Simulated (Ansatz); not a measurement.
**As: start and end of a relaxation**

The cell of As is invented: random cell by space group and Wyckoff sites (Cmmm, No. 65). The dimensions are guesses.

start.cif

```cif
data_structure
_symmetry_space_group_name_H-M 'Cmmm'
_symmetry_Int_Tables_number 65
_cell_length_a 4.7903
_cell_length_b 5.1840
_cell_length_c 3.7916
_cell_angle_alpha 90.000
_cell_angle_beta 90.000
_cell_angle_gamma 90.000
_cell_volume 94.16
loop_
_atom_site_label
_atom_site_type_symbol
_atom_site_symmetry_multiplicity
_atom_site_Wyckoff_symbol
_atom_site_fract_x
_atom_site_fract_y
_atom_site_fract_z
_atom_site_occupancy
As1 As 4 j 0.50000 0.24192 0.50000 1
```

The calculation used DFT PBE, scalar-relativistic, plane waves, PAW (Ansatz). Cutoff 420 eV, Gaussian smearing, Γ-centred meshes. Cell and atoms relax first on a coarse mesh and then on a finer one. In between, the cell is made exact in the group found at 0.06 Å. In metals the finer mesh still leaves noise of several meV/atom or more. The steps can't lower the symmetry of their start. No spin polarisation.

end.cif

```cif
data_structure
_symmetry_space_group_name_H-M 'Cmmm'
_symmetry_Int_Tables_number 65
_cell_length_a 5.4260
_cell_length_b 5.7411
_cell_length_c 2.7904
_cell_angle_alpha 90.000
_cell_angle_beta 90.000
_cell_angle_gamma 90.000
_cell_volume 86.93
loop_
_atom_site_label
_atom_site_type_symbol
_atom_site_symmetry_multiplicity
_atom_site_Wyckoff_symbol
_atom_site_fract_x
_atom_site_fract_y
_atom_site_fract_z
_atom_site_occupancy
As1 As 4 j 0.50000 0.21714 0.50000 1
```

The symmetry stays Cmmm (No. 65). The volume per atom shrinks by 7.7 %, from 23.5 to 21.7 Å³. The shortest distance goes from 2.40 Å (As–As) to 2.49 Å (As–As). The energy falls by about 0.49 eV/atom (the start's value is from the coarse mesh).

```json
{"Volume per atom": "21.73 Å³", "Density": "5.72 g/cm³", "Energy over the standard state": "+0.11 eV/atom", "Gap on the 14×14×20 mesh of the 2-atom cell": "0 eV (a metal)"}
```

Energies count from the standard state of As at the same level. It lies above the standard state, so it could only be metastable.

The last run used Gaussian smearing of 0.10 eV. The reference form of As is held partly by dispersion forces, which this level lacks. Symmetry constrained the relaxation, so the result can be a saddle point. In all, the 4 runs took 15 min on 1 thread of Intel(R) Xeon(R) Processor @ 2.50GHz (Skylake/Cascade Lake) (shared host).
